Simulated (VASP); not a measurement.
All cells: G0W0@PBE in VASP with _GW potentials, real axis with 200 points, bands to about 270 eV, response cutoff 180 eV, meshes of 6×6×6 or like density, handbook lattice constants, no spin-orbit coupling; edges are sought among the points solved (high-symmetry points and, for some cells, the mesh's band edge), and the crystal's can lie elsewhere. Band sums and response are cut, so the gaps aren't at their basis limit.

(1) Which cell has the electronic dielectric constant on this mesh equal to 10.6?
A.
```
B P
1.0
     0.00000    2.26900    2.26900
     2.26900    0.00000    2.26900
     2.26900    2.26900    0.00000
B P
1 1
Direct
  0.00000 0.00000 0.00000
  0.25000 0.25000 0.25000
```
B.
```
Si
1.0
     0.00000    2.71550    2.71550
     2.71550    0.00000    2.71550
     2.71550    2.71550    0.00000
Si
2
Direct
  0.00000 0.00000 0.00000
  0.25000 0.25000 0.25000
```
C.
```
CELL_PARAMETERS angstrom
0.00000 2.38850 2.38850
2.38850 0.00000 2.38850
2.38850 2.38850 0.00000
ATOMIC_POSITIONS crystal
B 0.00000 0.00000 0.00000
As 0.25000 0.25000 0.25000
```

Results:

(1) C. The others: BP 9.8, Si 15.3.

Coarse meshes can put the dielectric constant off by a tenth and more.
